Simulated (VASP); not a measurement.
# LiF (P4mm) in VASP: further runs, part 2 of 2

VASP 6.6.1.

## Step 3: Single point, LDA

Contents of INCAR:

```
SYSTEM = LiF
PREC = Accurate
ENCUT = 520
EDIFF = 1E-6
ISMEAR = 0
SIGMA = 0.05
LREAL = .FALSE.
LASPH = .TRUE.
NELM = 60
ALGO = Normal
ISIF = 2
LWAVE = .FALSE.
LCHARG = .FALSE.
NBANDS = 12
```

Contents of KPOINTS:

```
Automatic mesh
0
G
  10 10 10
  0 0 0
```

Contents of POSCAR:

```
LiF
1.0
    2.5595330000      0.0000000000      0.0000000000
    0.0000000000      2.5595330000      0.0000000000
    0.0000000000      0.0000000000      2.5595330000
Li F
1 1
Direct
   -0.0732555509      0.0000000000      0.0000000000
    0.5000000000      0.5000000000      0.5000000000
```

Potentials or basis: VASP PAW LDA potentials, release 64 (Li_sv, F).

Started as:

```sh
> cat potpaw_LDA.64/Li_sv/POTCAR potpaw_LDA.64/F/POTCAR > POTCAR
> mpirun -np 1 vasp_std > vasp.out
```

OUTCAR:

```text
SYSTEM = LiF
   PREC = Accurate
   ENCUT = 520
   EDIFF = 1E-6
   ISMEAR = 0
   LREAL = .FALSE.
   LASPH = .TRUE.
   NELM = 60
   ISIF = 2

 ion  position               nearest neighbor table
   1  0.927  0.000  0.000-   2 2.11   2 2.11   2 2.11   2 2.11
   2  0.500  0.500  0.500-   1 2.11   1 2.11   1 2.11   1 2.11

  LATTYP: Found a simple cubic cell.
 ALAT       =     2.5595330000

  Lattice vectors:

 A1 = (   2.5595330000,   0.0000000000,   0.0000000000)
 A2 = (   0.0000000000,   2.5595330000,   0.0000000000)
[... 548 lines left out ...]

  FORCE on cell =-STRESS in cart. coord.  units (eV):
  Direction    XX          YY          ZZ          XY          YZ          ZX
  --------------------------------------------------------------------------------------
  -------------------------------------------------------------------------------------
  Total       -0.6669117     -0.7956906     -0.7956906      0.0000000     -0.0000000      0.0000000
  in kB      -63.7230735    -76.0278323    -76.0278323      0.0000000     -0.0000000      0.0000000
  external PRESSURE =     -71.9262460 kB  Pullay stress =       0.0000000 kB

 VOLUME and BASIS-vectors are now :
 -----------------------------------------------------------------------------
  energy-cutoff  :      520.00
  volume of cell :       16.77
      direct lattice vectors                 reciprocal lattice vectors
     2.559533000  0.000000000  0.000000000     0.390696272  0.000000000  0.000000000
     0.000000000  2.559533000  0.000000000     0.000000000  0.390696272  0.000000000
     0.000000000  0.000000000  2.559533000     0.000000000  0.000000000  0.390696272

 POSITION                                       TOTAL-FORCE (eV/Angst)
 -----------------------------------------------------------------------------------
      2.37203      0.00000      0.00000        -0.102018      0.000000     -0.000000
      1.27977      1.27977      1.27977         0.102018     -0.000000      0.000000
 -----------------------------------------------------------------------------------
    total drift:                                0.000587      0.000000      0.000001

  FREE ENERGIE OF THE ION-ELECTRON SYSTEM (eV)
  ---------------------------------------------------
  free  energy   TOTEN  =        -9.8801694956 eV

  energy  without entropy=       -9.8801694956  energy(sigma->0) =       -9.88016950
```

OSZICAR:

```text
N       E                     dE             d eps       ncg     rms          rms(c)
DAV:   1     0.309988972270E+02    0.30999E+02   -0.54025E+03  3112   0.837E+02
DAV:   2    -0.911181466230E+01   -0.40111E+02   -0.39269E+02  3748   0.184E+02
DAV:   3    -0.103963348302E+02   -0.12845E+01   -0.12823E+01  4068   0.288E+01
DAV:   4    -0.104081599854E+02   -0.11825E-01   -0.11825E-01  3392   0.296E+00
DAV:   5    -0.104082937334E+02   -0.13375E-03   -0.13375E-03  3876   0.241E-01    0.423E+00
DAV:   6    -0.991154267177E+01    0.49675E+00   -0.23636E+00  3148   0.905E+00    0.140E+00
DAV:   7    -0.989125952879E+01    0.20283E-01   -0.16912E-02  3820   0.112E+00    0.798E-01
DAV:   8    -0.988017298875E+01    0.11087E-01   -0.15754E-02  4308   0.117E+00    0.113E-01
DAV:   9    -0.988015686351E+01    0.16125E-04   -0.60860E-04  3488   0.235E-01    0.459E-02
DAV:  10    -0.988017012193E+01   -0.13258E-04   -0.40467E-05  4040   0.493E-02    0.622E-03
DAV:  11    -0.988016949557E+01    0.62636E-06   -0.18670E-06  3388   0.123E-02
   1 F= -.98801695E+01 E0= -.98801695E+01  d E =-.292973E-16
```

Run time: 6.5 s. Hardware: 1 thread of Intel Xeon 6975P-C (Granite Rapids), shared host; peak memory 0.13 GiB.

What came out:

```yaml
Free_energy: -9.8802 eV
Largest_force: 0.102 eV/Å
Band_gap_on_the_k_mesh: 7.27 eV, indirect (least direct gap 7.93 eV)
```

Forces on the atoms (eV/Å):
```
Li  -0.102  0.000  0.000
F    0.102  0.000  0.000
```

Levels at points of the mesh, in eV from the valence-band top:
| k point | band 3 | band 4 | band 5 | band 6 | band 7 | band 8 |
| --- | --- | --- | --- | --- | --- | --- |
| (0.00, 0.00, 0.00) | -0.72 | -0.72 | -0.66 | 7.27 | 17.90 | 18.41 |
| (0.50, 0.00, 0.00) | -3.76 | -0.32 | -0.32 | 8.77 | 13.87 | 20.04 |
| (0.00, 0.50, 0.00) | -3.75 | -0.31 | -0.29 | 8.88 | 13.54 | 19.89 |
| (0.50, 0.50, 0.00) | -3.32 | -3.30 | -0.03 | 11.75 | 13.37 | 14.73 |
| (0.00, 0.50, 0.50) | -3.37 | -3.37 | 0.00 | 13.07 | 13.39 | 13.39 |
| (0.50, 0.50, 0.50) | -2.35 | -2.35 | -2.28 | 10.76 | 10.86 | 10.86 |

Caveat: the cutoff is under 1.25 times the usual one of these potentials, so pressure, stress and relaxed cells hold a basis-set (Pulay) error.

## Step 4: Single point, LDA

Contents of INCAR:

```
  ALGO = Normal
  EDIFF = 1E-6
  ENCUT = 520
  GGA = CA
  ISIF = 2
  ISMEAR = 0
  LASPH = True
  LCHARG = False
  LREAL = False
  LWAVE = False
  NBANDS = 12
  NELM = 100
  PREC = Accurate
  SIGMA = 0.05
```

Contents of KPOINTS:

```
k-points
0
Gamma
  10 10 10
```

POSCAR: that of step 3 with these lines changed.

```diff
@@ -8,3 +8,3 @@
 Direct
-   -0.0732555509      0.0000000000      0.0000000000
+   -0.1025577713      0.0000000000      0.0000000000
     0.5000000000      0.5000000000      0.5000000000
```

Started as:

```sh
> cat potpaw_LDA.64/Li_sv/POTCAR potpaw_LDA.64/F/POTCAR > POTCAR
> mpirun -np 1 vasp_std > vasp.out
```

Wall time 6.6 s (1 thread of Intel Xeon 6975P-C (Granite Rapids), shared host); peak memory 0.13 GiB.

Results (log left out):

* Free energy: -9.8889 eV
* Largest force: 0.128 eV/Å
* Band gap on the k mesh: 7.23 eV, indirect (least direct gap 7.87 eV)

Forces in eV/Å, atoms in the order of the input:
```
Li  -0.128  0.000  0.000
F    0.128  0.000  0.000
```

Levels at points of the mesh, in eV from the valence-band top:
| k point | band 1 | band 2 | band 3 | band 4 | band 5 | band 6 | band 7 | band 8 | band 9 | band 10 |
| --- | --- | --- | --- | --- | --- | --- | --- | --- | --- | --- |
| (0.00, 0.00, 0.00) | -41.55 | -20.43 | -0.75 | -0.75 | -0.64 | 7.23 | 17.64 | 18.41 | 20.66 | 20.66 |
| (0.50, 0.00, 0.00) | -41.50 | -19.95 | -3.77 | -0.36 | -0.36 | 8.77 | 14.02 | 20.17 | 20.17 | 23.30 |
| (0.00, 0.50, 0.00) | -41.50 | -19.97 | -3.75 | -0.34 | -0.29 | 8.97 | 13.41 | 19.88 | 20.81 | 23.63 |
| (0.50, 0.50, 0.00) | -41.45 | -19.43 | -3.30 | -3.28 | -0.06 | 11.25 | 13.46 | 15.41 | 18.88 | 23.29 |
| (0.00, 0.50, 0.50) | -41.45 | -19.41 | -3.41 | -3.41 | 0.00 | 13.12 | 13.49 | 13.49 | 19.25 | 23.48 |
| (0.50, 0.50, 0.50) | -41.41 | -18.96 | -2.41 | -2.41 | -2.27 | 10.81 | 11.01 | 11.01 | 23.44 | 23.44 |

Caveat: the cutoff is under 1.25 times the usual one of these potentials, so pressure, stress and relaxed cells hold a basis-set (Pulay) error. A k mesh can miss the band edges.

## Step 5: The runs side by side

```tsv
cell	gap on the mesh (eV)	largest force (eV/Å)
all Li atoms moved +0.225 Å, as atom 1 towards its neighbour atom 1 (Li) at 2.560 Å	7.25	0.12
all Li atoms moved +0.188 Å, as atom 1 towards its neighbour atom 1 (Li) at 2.560 Å	7.27	0.10
all Li atoms moved +0.263 Å, as atom 1 towards its neighbour atom 1 (Li) at 2.560 Å	7.23	0.13
```

Alike in all rows: task single point; level LDA; potentials or basis VASP PAW LDA potentials, release 64 (Li_sv, F); no spin polarisation; k mesh 10 × 10 × 10; cutoff (eV) 520; smearing gaussian 0.05 eV.

Caveats: the cutoff is under 1.25 times the usual one of these potentials, so pressure, stress and relaxed cells hold a basis-set (Pulay) error.

Absolute energies hang on the potentials; compare differences alone.
